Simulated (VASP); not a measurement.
# Cu3Au (Auricupride) (Pm-3m) in VASP: notebook, part 2 of 2

VASP 6.6.1.

## 5. Relaxation of cell and atoms, PBE

Input file INCAR:

```
ALGO = Normal ; EDIFF = 1E-7
EDIFFG = -0.005 ; ENCUT = 580
GGA = PE ; IBRION = 2
ISIF = 3 ; ISMEAR = -1
LASPH = T ; LCHARG = F
LREAL = F ; LWAVE = F
NELM = 80 ; NSW = 60
PREC = Accurate ; SIGMA = 0.05
```

Input file KPOINTS:

```
k-points
0
Gamma
  7 7 7
```

Input file POSCAR:

```
Cu3Au
1.0
    3.7400000000      0.0000000000      0.0000000000
    0.0000000000      3.7400000000      0.0000000000
    0.0000000000      0.0000000000      3.7400000000
Au Cu
1 3
Direct
    0.0000000000      0.0000000000      0.0000000000
    0.5000000000      0.5000000000      0.0000000000
    0.5000000000      0.0000000000      0.5000000000
    0.0000000000      0.5000000000      0.5000000000
```

Potentials or basis: VASP PAW PBE potentials, release 64 (Au, Cu).

The run is started by

```bash
$ cat potpaw_PBE.64/Au/POTCAR potpaw_PBE.64/Cu/POTCAR > POTCAR
$ mpirun -np 1 vasp_std > vasp.out
```

OUTCAR:

```text
EDIFF = 1E-7
   EDIFFG = -0.005
   ENCUT = 580
   GGA = PE
   IBRION = 2
   ISIF = 3
   ISMEAR = -1
   LASPH = T
   LREAL = F
   NELM = 80
   NSW = 60
   PREC = Accurate

 ion  position               nearest neighbor table
   1  0.000  0.000  0.000-   2 2.64   3 2.64   4 2.64   3 2.64   4 2.64   2 2.64   4 2.64   4 2.64
                             2 2.64   3 2.64   3 2.64   2 2.64
   2  0.500  0.500  0.000-   1 2.64   3 2.64   4 2.64   3 2.64   4 2.64   1 2.64   3 2.64   3 2.64
                             1 2.64   4 2.64   4 2.64   1 2.64
   3  0.500  0.000  0.500-   1 2.64   2 2.64   4 2.64   1 2.64   2 2.64   2 2.64   4 2.64   2 2.64
                             1 2.64   4 2.64   1 2.64   4 2.64
   4  0.000  0.500  0.500-   1 2.64   2 2.64   3 2.64   1 2.64   2 2.64   1 2.64   3 2.64   1 2.64
                             2 2.64   3 2.64   2 2.64   3 2.64

  LATTYP: Found a simple cubic cell.
 ALAT       =     3.7400000000

  Lattice vectors:

 A1 = (   3.7400000000,   0.0000000000,   0.0000000000)
 A2 = (   0.0000000000,   3.7400000000,   0.0000000000)
 A3 = (   0.0000000000,   0.0000000000,   3.7400000000)

Analysis of symmetry for initial positions (statically):
=====================================================================
 Subroutine PRICEL returns:
 Original cell was already a primitive cell.

 Routine SETGRP: Setting up the symmetry group for a
 simple cubic supercell.

 Subroutine GETGRP returns: Found 48 space group operations
 (whereof 48 operations were pure point group operations)
 out of a pool of 48 trial point group operations.

The static configuration has the point symmetry O_h .

Analysis of symmetry for dynamics (positions and initial velocities):
=====================================================================
 Subroutine PRICEL returns:
 Original cell was already a primitive cell.

 Routine SETGRP: Setting up the symmetry group for a
 simple cubic supercell.

 Subroutine GETGRP returns: Found 48 space group operations
[... 112 lines left out ...]
   PSTRESS=    0.0 pullay stress
   NELECT =      44.0000    total number of electrons
   NUPDOWN=      -1.0000    fix difference up-down
   EMIN   =  10.00;   EMAX   =-10.00  energy-range for DOS
   EFERMI =   0.00;   METHOD = LEGACY
   ISMEAR =    -1;   SIGMA  =   0.05  broadening in eV -4-tet -1-fermi 0-gaus
   EFERMI_NEDOS =   21; number of points for ismear=-14 and -15
   IALGO  =     38    algorithm
   IMIX   =      4    mixing-type and parameters
     AMIX     =   0.40;   BMIX     =  1.00
     AMIX_MAG =   1.60;   BMIX_MAG =  1.00
  volume/ion in A,a.u.               =      13.08        88.26
  Fermi-wavevector in a.u.,A,eV,Ry     =   1.545328  2.920247 32.491255  2.388040
  Thomas-Fermi vector in A             =   2.650723
   LORBIT       =      0    0 simple, 1 ext, 2 COOP (PROOUT), +10 PAW based schemes
   GGA     = PE    functional components
   LHFCALC =     F    Hartree Fock is set to
   AEXX    =    0.0000 exact exchange contribution
   IVDW    =     0    specifies the selected vdW correction
   LEPSILON=     F    determine dielectric tensor
   LRPA    =     F    only Hartree local field effects (RPA)
 conjugate gradient relaxation of ions
 non-spin polarized calculation
  energy-cutoff  :      580.00
  volume of cell :       52.31
 maximum number of plane-waves:      1677
 NGX is ok and might be reduce to    30
   NGX = 15   NGY = 15   NGZ = 15

--------------------------------------- Ionic step        1  -------------------------------------------

 number of electron      44.0000069 magnetization

 Free energy of the ion-electron system (eV)
  ---------------------------------------------------
  ext. energy  EPLUGINS =         0.00000000
  ---------------------------------------------------
  free energy    TOTEN  =       -14.56306296 eV

  energy without entropy =      -14.55068046  energy(sigma->0) =      -14.55687171

------------------------ aborting loop because EDIFF is reached ----------------------------------------

  FORCE on cell =-STRESS in cart. coord.  units (eV):
  Direction    XX          YY          ZZ          XY          YZ          ZX
  --------------------------------------------------------------------------------------
  -------------------------------------------------------------------------------------
  Total        1.7374043      1.7374043      1.7374043      0.0000000      0.0000000     -0.0000000
  in kB       53.2104181     53.2104181     53.2104181      0.0000000      0.0000000     -0.0000000
  external PRESSURE =      53.2104181 kB  Pullay stress =       0.0000000 kB
[... 63 lines left out ...]
--------------------------------------- Ionic step        3  -------------------------------------------

 number of electron      44.0000002 magnetization

 Free energy of the ion-electron system (eV)
  ---------------------------------------------------
  ext. energy  EPLUGINS =         0.00000000
  ---------------------------------------------------
  free energy    TOTEN  =       -14.59168510 eV

  energy without entropy =      -14.57971401  energy(sigma->0) =      -14.58569955

 E-fermi :   7.8204     XC(G=0): -12.5392

 val. band max:        7.8171090897   @ k =   0.2857   0.2857   0.0000
 cond. band min:       7.9578203636   @ k =   0.1429   0.0000   0.0000
 fundamental gap:      0.1407112740
 Fermi energy:         7.8203950804

 k-point     1 :       0.0000    0.0000    0.0000
  band No.  band energies     occupation
      1      -1.5080      2.00000
      2       1.7076      2.00000
      3       1.7076      2.00000
      4       2.4979      2.00000
      5       2.4979      2.00000
      6       2.4979      2.00000
[... 600 lines left out ...]
  FREE ENERGIE OF THE ION-ELECTRON SYSTEM (eV)
  ---------------------------------------------------
  free  energy   TOTEN  =       -14.5916850989 eV

  energy  without entropy=      -14.5797140097  energy(sigma->0) =      -14.58569955

 reached required accuracy - stopping structural energy minimisation
```

OSZICAR:

```text
N       E                     dE             d eps       ncg     rms          rms(c)
DAV:   1     0.360203946368E+03    0.36020E+03   -0.22269E+04  1096   0.297E+03
DAV:   2     0.170773176535E+02   -0.34313E+03   -0.33385E+03  1042   0.459E+02
DAV:   3    -0.160766267274E+02   -0.33154E+02   -0.31819E+02  1310   0.181E+02
[... 35 lines left out ...]
DAV:   8    -0.145916869694E+02   -0.71719E-05   -0.18581E-04  1234   0.158E-01    0.184E-02
DAV:   9    -0.145916859797E+02    0.98970E-06   -0.40266E-06  1442   0.416E-02    0.119E-02
DAV:  10    -0.145916852413E+02    0.73843E-06   -0.16258E-06  1532   0.200E-02    0.182E-03
DAV:  11    -0.145916850877E+02    0.15353E-06   -0.30596E-07   720   0.941E-03    0.130E-03
DAV:  12    -0.145916850989E+02   -0.11177E-07   -0.50613E-08   538   0.411E-03
   3 F= -.14591685E+02 E0= -.14585700E+02  d E =-.286221E-01
```

Run time: 64 s. Hardware: 1 thread of AMD EPYC 9R45 (Zen 5), shared host; peak memory 0.16 GiB.

Results:

```
Free energy                            : -14.5917 eV
Relaxed volume                         : 13.53 Å³/atom
Relaxed cell                           : a = 3.783 Å, b = 3.783 Å, c = 3.783 Å, α = 90.00°, β = 90.00°, γ = 90.00°
Space group after relaxing (to 0.05 Å) : Pm-3m (No. 221)
Energy gained by relaxing              : 7.2 meV/atom
Ionic steps                            : 3
Pressure after relaxing                : 0.0 GPa
Band gap on the k mesh                 : none (metal or under the smearing width)
```

The path:
| step | energy change (eV) | largest force (eV/Å) | pressure (GPa) | volume (Å³) |
| --- | --- | --- | --- | --- |
| 1 | 0.0000 | 0.0000 | 5.32 | 52.31 |
| 2 | -0.0103 | 0.0000 | -3.67 | 55.67 |
| 3 | -0.0286 | 0.0000 | 0.03 | 54.12 |

Final structure:
```
Au Cu
1.0
     3.78262    0.00000    0.00000
     0.00000    3.78262    0.00000
     0.00000    0.00000    3.78262
Au Cu
1 3
Cartesian
  0.0000 0.0000 0.0000
  1.8913 1.8913 0.0000
  1.8913 0.0000 1.8913
  0.0000 1.8913 1.8913
```

Spin-orbit coupling is left out, which matters for the levels of Au. PBE usually gives volumes a little too large and moduli too small.

## 6. Summary

```tsv
task	level	cell	cutoff (eV)	smearing	gap on the mesh (eV)	pressure (GPa)	relaxed volume (Å³/atom)
relaxation of cell and atoms	BLYP+D3(BJ)	relaxed	600	fermi-dirac 0.05 eV	none	0.0	12.86
relaxation of cell and atoms	BLYP+D4	relaxed	600	fermi-dirac 0.05 eV	none	0.0	13.24
single point	PBE	as given	520	gaussian 0.027 eV	none	5.2	-
relaxation of cell and atoms	PBE	relaxed	580	fermi-dirac 0.05 eV	none	0.0	13.53
```

Alike in all rows: potentials or basis VASP PAW PBE potentials, release 64 (Au, Cu); no spin polarisation; k mesh 7 × 7 × 7.

Caveats: the PAW data sets were made with another functional, which shifts forces and pressure a little (some runs); pairwise dispersion overbinds metals, which lowers pressure and volume (some runs).

Total energies depend on the potentials used, so only differences within one code and one set of settings carry meaning.
